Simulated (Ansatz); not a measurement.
**Cost and result for the equilibrium volume of BaZrO3**

```cif
data_structure
_symmetry_space_group_name_H-M 'Pm-3m'
_symmetry_Int_Tables_number 221
_cell_length_a 4.1913
_cell_length_b 4.1913
_cell_length_c 4.1913
_cell_angle_alpha 90.000
_cell_angle_beta 90.000
_cell_angle_gamma 90.000
_cell_volume 73.63
loop_
_atom_site_label
_atom_site_type_symbol
_atom_site_symmetry_multiplicity
_atom_site_Wyckoff_symbol
_atom_site_fract_x
_atom_site_fract_y
_atom_site_fract_z
_atom_site_occupancy
Ba1 Ba 1 a 0.00000 0.00000 0.00000 1
Zr1 Zr 1 b 0.50000 0.50000 0.50000 1
O1 O 3 c 0.50000 0.50000 0.00000 1
```

```csv
rung,level,program and potentials,cutoff (eV),k mesh,smearing,task,core time,chip,equilibrium volume (Å³/atom),miss,notes
GGA + dispersion,revPBE+D3(BJ),"Ansatz, Ansatz PAW",420,6 × 6 × 6,fermi-dirac 0.05,relaxation of cell and atoms,6.7 s,Intel Xeon Platinum 8375C Ice Lake,14.88,+0.9 %,"potentials made for PBE, which Ansatz adapts in part"
GGA + dispersion,PBE+D3(BJ),"Ansatz, Ansatz PAW",420,6 × 6 × 6,fermi-dirac 0.05,relaxation of cell and atoms,9.7 s,Intel Xeon Platinum 8259CL Skylake/Cascade Lake,14.85,+0.7 %,-
GGA + dispersion,RPBE+D4,"Ansatz, Ansatz PAW",420,6 × 6 × 6,fermi-dirac 0.05,relaxation of cell and atoms,11 s,Intel Xeon Platinum 8375C Ice Lake,(a),?,"potentials made for PBE, which Ansatz adapts in part"
GGA + dispersion,PBEsol+D3(BJ),"Ansatz, Ansatz PAW",420,6 × 6 × 6,fermi-dirac 0.05,relaxation of cell and atoms,12 s,Intel Xeon Platinum 8375C Ice Lake,14.36,-2.6 %,"potentials made for PBE, which Ansatz adapts in part"
GGA + dispersion,revPBE+D4,"Ansatz, Ansatz PAW",420,6 × 6 × 6,fermi-dirac 0.05,relaxation of cell and atoms,12 s,Intel Xeon Platinum 8375C Ice Lake,14.96,+1.5 %,"potentials made for PBE, which Ansatz adapts in part"
LDA,LDA,"Ansatz, Ansatz PAW",420,6 × 6 × 6,fermi-dirac 0.05,equation of state,12 s,Intel Xeon,14.27,-3.2 %,"potentials made for PBE, which Ansatz adapts in part"
GGA + dispersion,BLYP+D4,"Ansatz, Ansatz PAW",420,6 × 6 × 6,fermi-dirac 0.05,relaxation of cell and atoms,13 s,Intel Xeon Platinum 8488C Sapphire Rapids,15.16,+2.8 %,"potentials made for PBE, which Ansatz adapts in part"
GGA + dispersion,RPBE+D3(BJ),"Ansatz, Ansatz PAW",420,6 × 6 × 6,fermi-dirac 0.05,relaxation of cell and atoms,14 s,Intel Xeon Platinum 8375C Ice Lake,13.45,-8.8 %,"potentials made for PBE, which Ansatz adapts in part"
GGA,PBEsol,"Ansatz, Ansatz PAW",420,6 × 6 × 6,fermi-dirac 0.05,equation of state,16 s,Intel Xeon,(b),?,"potentials made for PBE, which Ansatz adapts in part"
GGA,PBE,"Ansatz, Ansatz PAW",420,6 × 6 × 6,fermi-dirac 0.05,equation of state,18 s,Intel Xeon,(c),?,-
GGA + U (1 eV),"PBEsol+U (Zr d U = 1 eV, fll (the default))","Ansatz, Ansatz PAW",420,6 × 6 × 6,fermi-dirac 0.05,relaxation of cell and atoms,24 s,Intel Xeon,14.66,-0.5 %,"potentials made for PBE, which Ansatz adapts in part"
GGA + U (2 eV),"PBEsol+U (Zr d U = 2 eV, fll (the default))","Ansatz, Ansatz PAW",420,6 × 6 × 6,fermi-dirac 0.05,relaxation of cell and atoms,25 s,Intel Xeon,14.70,-0.3 %,"potentials made for PBE, which Ansatz adapts in part"
```

Times are single runs on shared hosts and different chips, so they are rough; meshes, cutoffs and the tasks' sizes weigh on the time. All rows: no spin polarisation. Smearing widths are in eV. Meshes are those of the run's cell of 5 atoms unless a note names another. Relaxations start from the cell shown or near it and stop with a little pressure left. Misses use the values as printed. Runs on faulty files, with rough fits or with known faults for this quantity aren't shown. No row holds spin-orbit coupling.

Measured: 14.74 Å³/atom at 300 K (a printed reference work). The runs are for a static lattice.

Task: Estimate the values left out from the other rows.

Result: (a) 15.03 Å³/atom, miss +2.0 %; (b) 14.61 Å³/atom, miss -0.9 %; (c) 15.11 Å³/atom, miss +2.5 %.
